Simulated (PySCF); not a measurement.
Several molecules and their computed UV-vis stick spectra, shuffled. Method: TDDFT CAM-B3LYP/def2-SVPD, vertical, gas phase, core orbitals frozen in the response (PySCF). Geometries: GFN2-xTB; one conformer of each isolated species. Triplets are in the Tamm–Dancoff approximation.

A. `c1cnc2c(c1)O[SiH2]O2`
B. `N#C[Si@H]1C=C(OC=O)C1`
C. `C#C[C@@H](F)CF`
D. `CCOCC`
E. `C#C[Si@H](O)c1ccno1`

Lowest singlet levels (six at most, fewer where fewer were computed) with oscillator strengths:

1. 5.11 eV (f 0.129); 5.60 eV (f 0.004); 5.70 eV (f 0.000); 5.94 eV (f 0.055); 5.97 eV (f 0.003); 6.18 eV (f 0.000); T1 3.92 eV
2. 5.91 eV (f 0.000); 6.17 eV (f 0.130); 6.29 eV (f 0.052); 6.32 eV (f 0.055); 6.39 eV (f 0.035); 6.65 eV (f 0.002); T1 4.10 eV
3. 5.54 eV (f 0.003); 6.17 eV (f 0.206); 6.30 eV (f 0.010); 6.79 eV (f 0.002); 6.93 eV (f 0.001); 7.00 eV (f 0.008); T1 4.30 eV
4. 7.15 eV (f 0.026); 7.95 eV (f 0.000); 8.21 eV (f 0.037); 8.33 eV (f 0.066); 8.78 eV (f 0.002); 8.97 eV (f 0.015); T1 6.98 eV
5. 6.33 eV (f 0.000); 6.82 eV (f 0.001); 7.03 eV (f 0.001); 8.11 eV (f 0.062); 8.37 eV (f 0.067); 8.99 eV (f 0.054); T1 5.37 eV

Problem. Match each spectrum to its molecule.

Solution. 1 = A, 2 = E, 3 = B, 4 = D, 5 = C.
- A: S1 at 5.11 eV, HOMO→LUMO (88%), HOMO-2→LUMO+3 (9%); Löwdin shares by element: HOMO carbon 46% or more, oxygen 12% or more (atoms not listed hold the other 41%); LUMO carbon 47% or more, nitrogen 21% (atoms not listed hold the other 32%); HOMO -7.84 and LUMO 0.41 eV; point group Cs, 2 of its 6 listed states under f = 0.0005.
- B: S1 at 5.54 eV, HOMO-1→LUMO (60%), HOMO-2→LUMO (10%); Löwdin shares by element: HOMO carbon 69% or more, oxygen 12% or more (atoms not listed hold the other 19%); LUMO carbon 49% or more, oxygen 17% or more (atoms not listed hold the other 34%); HOMO -9.38 and LUMO -0.15 eV.
- C: S1 at 6.33 eV, HOMO→LUMO (79%), HOMO→LUMO+1 (10%); Löwdin shares by element: HOMO carbon 88%; LUMO carbon 67% or more, fluorine 12% or more (atoms not listed hold the other 22%); HOMO -9.95 and LUMO 1.00 eV.
- D: S1 at 7.15 eV, HOMO→LUMO (90%); Löwdin shares by element: HOMO oxygen 58%, carbon 20% or more, hydrogen 5% or more (atoms not listed hold the other 17%); LUMO carbon 52% (atoms not listed hold the other 48%); HOMO -8.82 and LUMO 1.46 eV; point group C2v, 1 of its 6 listed states under f = 0.0005.
- E: S1 at 5.91 eV, HOMO-1→LUMO+1 (53%), HOMO→LUMO+1 (16%); Löwdin shares by element: HOMO carbon 50% or more, nitrogen 23%, oxygen 7% or more (atoms not listed hold the other 19%); LUMO carbon 34% or more, nitrogen 16%, oxygen 15% or more (atoms not listed hold the other 35%); HOMO -9.13 and LUMO 0.10 eV.
